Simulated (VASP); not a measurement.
# Hf in VASP: further runs, part 2 of 3

VASP 6.6.1. Earlier steps stand in the parts before.

## Step 3: Work function, PBE

INCAR reads:

```
PREC = Accurate
ENCUT = 520
EDIFF = 1E-6
ISMEAR = -1
SIGMA = 0.05
LREAL = False
LASPH = True
NELM = 60
ALGO = Normal
ISIF = 2
LWAVE = False
LCHARG = False
LDIPOL = True
IDIPOL = 3
DIPOL = 0.5 0.5 0.294
GGA = PE
EFIELD = 0
LVHAR = True
LVACPOTAV = True
```

KPOINTS reads:

```
Automatic mesh
0
Gamma
  10 10 1
```

POSCAR reads:

```
Hf
1.0
    2.7787600000      0.0000000000      0.0000000000
    0.0000000000      2.7787600000      0.0000000000
    0.0000000000      0.0000000000     23.8000000000
Hf
1
Direct
    0.0000000000      0.0000000000      0.2941200000
```

Potentials or basis: VASP PAW PBE potentials, release 64 (Hf_pv).

Command:

```sh
> cat potpaw_PBE.64/Hf_pv/POTCAR > POTCAR
> mpirun -np 1 vasp_std > vasp.out
```

OUTCAR:

```text
PREC = Accurate
   ENCUT = 520
   EDIFF = 1E-6
   ISMEAR = -1
   LREAL = False
   LASPH = True
   NELM = 60
   ISIF = 2
   GGA = PE

 ion  position               nearest neighbor table
   1  0.000  0.000  0.294-

  LATTYP: Found a simple tetragonal cell.
 ALAT       =     2.7787600000
 C/A-ratio  =     8.5649714261

  Lattice vectors:

 A1 = (   2.7787600000,   0.0000000000,   0.0000000000)
 A2 = (   0.0000000000,   2.7787600000,   0.0000000000)
 A3 = (   0.0000000000,   0.0000000000,  23.8000000000)

Analysis of symmetry for initial positions (statically):
=====================================================================
 Subroutine PRICEL returns:
 Original cell was already a primitive cell.

 Routine SETGRP: Setting up the symmetry group for a
 simple tetragonal supercell.

 Subroutine GETGRP returns: Found 16 space group operations
 (whereof  8 operations were pure point group operations)
 out of a pool of 16 trial point group operations.

The static configuration has the point symmetry C_4v.
 The point group associated with its full space group is D_4h.

Analysis of symmetry for dynamics (positions and initial velocities):
=====================================================================
 Subroutine PRICEL returns:
 Original cell was already a primitive cell.

 Routine SETGRP: Setting up the symmetry group for a
 simple tetragonal supercell.

 Subroutine GETGRP returns: Found 16 space group operations
 (whereof  8 operations were pure point group operations)
 out of a pool of 16 trial point group operations.

The dynamic configuration has the point symmetry C_4v.
 The point group associated with its full space group is D_4h.

 Subroutine INISYM returns: Found 16 space group operations
 (whereof  8 operations are pure point group operations),
 and found     1 'primitive' translations

----------------------------------------------------------------------------------------

                                     Primitive cell

  volume of cell :     183.7719

  direct lattice vectors                    reciprocal lattice vectors
     2.778760000  0.000000000  0.000000000     0.359872749  0.000000000  0.000000000
     0.000000000  2.778760000  0.000000000     0.000000000  0.359872749  0.000000000
     0.000000000  0.000000000 23.800000000     0.000000000  0.000000000  0.042016807

  length of vectors
     2.778760000  2.778760000 23.800000000     0.359872749  0.359872749  0.042016807

  position of ions in fractional coordinates (direct lattice)
     0.000000000  0.000000000  0.294120000

  ion indices of the primitive-cell ions
   primitive index   ion index
                 1           1

----------------------------------------------------------------------------------------

 KPOINTS: Automatic mesh

Automatic generation of k-mesh.
 Grid dimensions read from file:
 generate k-points for:   10   10    1

 Generating k-lattice:

  Cartesian coordinates                     Fractional coordinates (reciprocal lattice)
     0.035987275  0.000000000  0.000000000     0.100000000  0.000000000  0.000000000
     0.000000000  0.035987275  0.000000000     0.000000000  0.100000000  0.000000000
     0.000000000  0.000000000  0.042016807     0.000000000  0.000000000  1.000000000

  Length of vectors
     0.035987275  0.035987275  0.042016807

  Shift w.r.t. Gamma in fractional coordinates (k-lattice)
     0.000000000  0.000000000  0.000000000

 Subroutine IBZKPT returns following result:
 ===========================================

 Found     21 irreducible k-points:

 Following reciprocal coordinates:
            Coordinates               Weight
  0.000000  0.000000  0.000000      1.000000
  0.100000  0.000000  0.000000      4.000000
  0.200000  0.000000  0.000000      4.000000
  0.300000  0.000000  0.000000      4.000000
  0.400000  0.000000  0.000000      4.000000
  0.500000  0.000000  0.000000      2.000000
[... 13 lines left out ...]
  0.500000  0.400000  0.000000      4.000000
  0.500000  0.500000  0.000000      1.000000
   k-points           NKPTS =     21   k-points in BZ     NKDIM =     21   number of bands    NBANDS=      9
   number of dos      NEDOS =    301   number of ions     NIONS =      1
   total plane-waves  NPLWV = 103680
   dimension x,y,z NGX =    24 NGY =   24 NGZ =  180
   dimension x,y,z NGXF=    48 NGYF=   48 NGZF=  360
   ions per type =               1
   NGX,Y,Z   is equivalent  to a cutoff of  14.36, 14.36, 12.57 a.u.
   NGXF,Y,Z  is equivalent  to a cutoff of  28.72, 28.72, 25.15 a.u.
 SYSTEM =  unknown system
   PREC   = accura    normal or accurate (medium, high low for compatibility)
   ISTART =      0    job   : 0-new  1-cont  2-samecut
   ICHARG =      2    charge: 1-file 2-atom 10-const
   ISPIN  =      1    spin polarized calculation?
   LNONCOLLINEAR =      F non collinear calculations
   LSORBIT =      F    spin-orbit coupling
   LASPH  =      T    aspherical Exc in radial PAW
   ENCUT  =  520.0 eV  38.22 Ry    6.18 a.u.   5.17  5.17 44.25*2*pi/ulx,y,z
   NELM   =     60;   NELMIN=  2; NELMDL= -5     # of ELM steps
   EDIFF  = 0.1E-05   stopping-criterion for ELM
   LREAL  =      F    real-space projection
   EDIFFG = 0.1E-04   stopping-criterion for IOM
   NSW    =      0    number of steps for IOM
   IBRION =     -1    ionic relax: 0-MD 1-quasi-New 2-CG
   NFREE  =      0    steps in history (QN), initial steepest desc. (CG)
   ISIF   =      2    stress and relaxation
   ISYM   =      2    0-nonsym 1-usesym 2-fastsym
   POTIM  = 0.5000    time-step for ionic-motion
   TEBEG  =    0.0;   TEEND  =   0.0 temperature during run
   PSTRESS=    0.0 pullay stress
   NELECT =      10.0000    total number of electrons
   NUPDOWN=      -1.0000    fix difference up-down
   EMIN   =  10.00;   EMAX   =-10.00  energy-range for DOS
   EFERMI =   0.00;   METHOD = LEGACY
   ISMEAR =    -1;   SIGMA  =   0.05  broadening in eV -4-tet -1-fermi 0-gaus
   EFERMI_NEDOS =   21; number of points for ismear=-14 and -15
   IALGO  =     38    algorithm
   IMIX   =      4    mixing-type and parameters
     AMIX     =   0.40;   BMIX     =  1.00
     AMIX_MAG =   1.60;   BMIX_MAG =  1.00
  volume/ion in A,a.u.               =     183.77      1240.15
  Fermi-wavevector in a.u.,A,eV,Ry     =   0.620367  1.172323  5.236268  0.384855
  Thomas-Fermi vector in A             =   1.679493
   LORBIT       =      0    0 simple, 1 ext, 2 COOP (PROOUT), +10 PAW based schemes
   GGA     = PE    functional components
   LHFCALC =     F    Hartree Fock is set to
   AEXX    =    0.0000 exact exchange contribution
   IVDW    =     0    specifies the selected vdW correction
   LEPSILON=     F    determine dielectric tensor
   LRPA    =     F    only Hartree local field effects (RPA)
 non-spin polarized calculation
  energy-cutoff  :      520.00
  volume of cell :      183.77
 maximum number of plane-waves:      4993
 NGX is ok and might be reduce to    24
   NGX = 11   NGY = 11   NGZ = 89

 dipolmoment           0.000000      0.000000     -0.000001 electrons x Angstroem

 number of electron      10.0000000 magnetization

 dipolmoment           0.000000      0.000000      0.000002 electrons x Angstroem

 Free energy of the ion-electron system (eV)
  ---------------------------------------------------
  ext. energy  EPLUGINS =         0.00000000
  ---------------------------------------------------
  free energy    TOTEN  =        -7.47039979 eV

  energy without entropy =       -7.44911735  energy(sigma->0) =       -7.45975857

 E-fermi :  -3.0899     XC(G=0):  -2.1609

 val. band max:       -3.0906157291   @ k =   0.2000   0.1000   0.0000
 cond. band min:      -3.0855653114   @ k =   0.1000   0.1000   0.0000
 fundamental gap:      0.0050504177
 Fermi energy:        -3.0899331574

 k-point     1 :       0.0000    0.0000    0.0000
  band No.  band energies     occupation
      1     -34.0702      2.00000
      2     -33.0950      2.00000
      3     -33.0950      2.00000
      4      -8.3202      2.00000
      5      -4.6387      2.00000
      6      -3.4319      1.99786
      7      -2.8465      0.01525
      8       0.8619      0.00000
      9       1.0964      0.00000
[... 229 lines left out ...]
 k-point    21 :       0.5000    0.5000    0.0000
  band No.  band energies     occupation
      1     -34.2484      2.00000
      2     -34.2484      2.00000
      3     -33.7627      2.00000
      4      -5.9758      2.00000
      5      -2.6727      0.00048
      6      -2.6727      0.00048
      7       0.2028      0.00000
      8       4.0484      0.00000
      9       4.0484      0.00000

------------------------ aborting loop because EDIFF is reached ----------------------------------------

  FORCE on cell =-STRESS in cart. coord.  units (eV):
  Direction    XX          YY          ZZ          XY          YZ          ZX
  --------------------------------------------------------------------------------------
  -------------------------------------------------------------------------------------
  Total       -0.1874484     -0.1874484     -0.0030414      0.0000000     -0.0000000      0.0000000
  in kB       -1.6342304     -1.6342304     -0.0265156      0.0000000     -0.0000000      0.0000000
  external PRESSURE =      -1.0983255 kB  Pullay stress =       0.0000000 kB

 VOLUME and BASIS-vectors are now :
 -----------------------------------------------------------------------------
  energy-cutoff  :      520.00
  volume of cell :      183.77
      direct lattice vectors                 reciprocal lattice vectors
     2.778760000  0.000000000  0.000000000     0.359872749  0.000000000  0.000000000
     0.000000000  2.778760000  0.000000000     0.000000000  0.359872749  0.000000000
     0.000000000  0.000000000 23.800000000     0.000000000  0.000000000  0.042016807

 POSITION                                       TOTAL-FORCE (eV/Angst)
 -----------------------------------------------------------------------------------
      0.00000      0.00000      7.00006        -0.000000     -0.000000     -0.000000
 -----------------------------------------------------------------------------------
    total drift:                                0.000000      0.000000      0.000021

  FREE ENERGIE OF THE ION-ELECTRON SYSTEM (eV)
  ---------------------------------------------------
  free  energy   TOTEN  =        -7.4703997898 eV

  energy  without entropy=       -7.4491173518  energy(sigma->0) =       -7.45975857

 vacuum level on the upper side and lower side of the slab         1.194         1.194
```

Run time: 36 s. Hardware: 1 thread of AMD EPYC 9R45 (Zen 5), shared host; peak memory 0.28 GiB.

Results:

```yaml
Free_energy: -7.4704 eV
Band_gap_on_the_k_mesh: none (metal or under the smearing width)
Work_function_of_the_upper_face: 4.28 eV
Work_function_of_the_lower_face: 4.28 eV
```

Spin-orbit coupling is left out, which matters for the levels of Hf.

[end of part 2 of 3]
